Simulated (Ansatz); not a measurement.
Energy landscape near a ZnAu structure

Level of theory: Ansatz 0.2.0, DFT PBEsol, scalar-relativistic, plane waves, PAW.

Plane waves to 420 eV, a k mesh through Γ of 12×12×12 on the computed 2-atom cell and Gaussian smearing (0.10 eV); no spin polarisation.

Reference cell:

```xyz
2
Lattice="3.1470 0.0000 0.0000 0.0000 3.1470 0.0000 0.0000 0.0000 3.1470" Properties=species:S:1:pos:R:3 pbc="T T T"
Zn    1.5735    1.5735    1.5735
Au    0.0000    0.0000    0.0000
```

Each variant moves atoms of this cell by the vectors given, if any (Å), and then applies a symmetric strain (tensor components, Cartesian axes). The reference cell isn't relaxed at this level. Energies are per atom at zero smearing, counted from the lowest variant. Pressure is positive in compression.

1. strain (xx yy zz yz xz xy, %) -4.28 -3.02 -4.08 -0.10 0.07 1.00; moves: Zn1 (0.017, 0.023, -0.009); Au2 (-0.017, -0.023, 0.009)
2. no strain; moves: Au2 (0.000, 0.375, 0.000)
3. strain (xx yy zz yz xz xy, %) 2.01 1.19 3.10 0.15 0.41 -0.08; moves: Zn1 (-0.025, 0.016, 0.005); Au2 (0.025, -0.016, -0.005)
4. strain (xx yy zz yz xz xy, %) 2.82 2.82 2.82 6.00 6.00 6.00

| result | ΔE (meV/atom) | P (GPa) | largest force (eV/Å) |
| --- | --- | --- | --- |
| A | 0.0 | -9.00 | 0.13 |
| B | 77.8 | 4.54 | 1.26 |
| C | 39.0 | 18.69 | 0.35 |
| D | 48.3 | -7.24 | 0.00 |

**Question.** Which variant gave which result?

**Answer.** A is 3, B is 2, C is 1, D is 4.

Spin–orbit coupling is left out, which can shift energies with elements as heavy as these.